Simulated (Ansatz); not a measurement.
Here is an Ansatz 0.2.0 calculation.

input.yaml

```yaml
crystal:
  lattice:
    - [0.0, 2.9305, 2.9305]
    - [2.9305, 0.0, 2.9305]
    - [2.9305, 2.9305, 0.0]
  atoms:
    - { symbol: In, position: [0.0, 0.0, 0.0] }
    - { symbol: P, position: [0.75, 0.75, 0.75] }
hamiltonian:
  xc: r2scan
  pseudopotentials: { kind: paw }
kpoints:
  mp_grid: { grid: [8, 8, 8] }
  band_path:
    path:
      - [[0.0, 0.0, 0.0], [0.5, 0.0, 0.5], [0.5, 0.25, 0.75], [0.375, 0.375, 0.75], [0.0, 0.0, 0.0], [0.5, 0.5, 0.5], [0.625, 0.25, 0.625], [0.5, 0.25, 0.75], [0.5, 0.5, 0.5], [0.375, 0.375, 0.75]]
      - [[0.625, 0.25, 0.625], [0.5, 0.0, 0.5]]
    npoints: 14
scf:
  occupations: { method: fermi_dirac, width: 0.05 }
  n_extra_bands: 6
output:
  forces: true
  stress: true
  eigenvalues: true
  fatbands: false
```

Potentials or basis: Ansatz PAW.

Run with:

```console
$ ansatz run input.yaml --threads 2 --pin off --max-ram 5120MiB --backend cpu --events-out ev --progress --plain --runs-dir out
```

(1) Estimate the band gap on the k mesh.

(2) Predict the band gap along the path.

Results:

(1) 1.16 eV, direct.

(2) 1.16 eV, direct.

Caveat: spin-orbit coupling is left out, which moves the levels of the heavy elements.

**Experimental background.**

A printed reference work, data compilation reports, for a bulk crystal of InP at 1.6 K: band gap 1.4236 eV (direct).

A measured gap of InP is 1.4236 eV (direct; 1.6 K; a printed reference work, data compilation); the calculated 1.16 eV misses it by -0.26 eV. Spin-orbit coupling on In is left out. The value is that of r2SCAN, without temperature or zero-point motion.
